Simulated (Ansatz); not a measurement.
**Al₂Ru: the gap against volume**

Al₂Ru, Fddd, a = 4.707 Å, b = 7.979 Å, c = 8.783 Å. The structure is a Materials Project entry; whether it is the stable form wasn't checked. Ansatz: r2SCAN, PAW, 500 eV, Γ-centred 10×10×10 mesh on 6 atoms, Gaussian smearing 0.01 eV; no spin polarisation. Shape and atoms are relaxed at each volume; x = ln(V/V0) with V0 = 13.743 Å³/atom. The gap is read at the mesh points alone.

```tsv
x	gap y (eV)
-0.0619	0.195
-0.0305	0.185
0.0000	0.176
0.0296	0.165
0.0583	?
```

Question: Fit a straight line to the other rows, give the volume deformation potential of the gap and its pressure coefficient, and predict the missing gap. B0 = 183.0 GPa.

Answer: Means x = -0.01570, y = 0.18025; Σ(Δx)² = 0.004652, ΣΔxΔy = -0.001509; the slope is their ratio. y = 0.1752 − 0.3244 x. The slope is the deformation potential a = dE_g/d ln V = -0.32 eV, and dE_g/dP = −a/B0 = 1.77 meV/GPa. With a term in x² added, the coefficient of x becomes -0.3380, 4 % more, which shows how far this figure hangs on the form. At x = 0.0583 the fit asked for gives 0.156 eV. The run gave 0.153 eV, so the fit is 0.003 eV too high, small in itself but 7 % of the span of the series.

Semilocal functionals give gaps under the measured ones; changes of the gap mostly carry over better.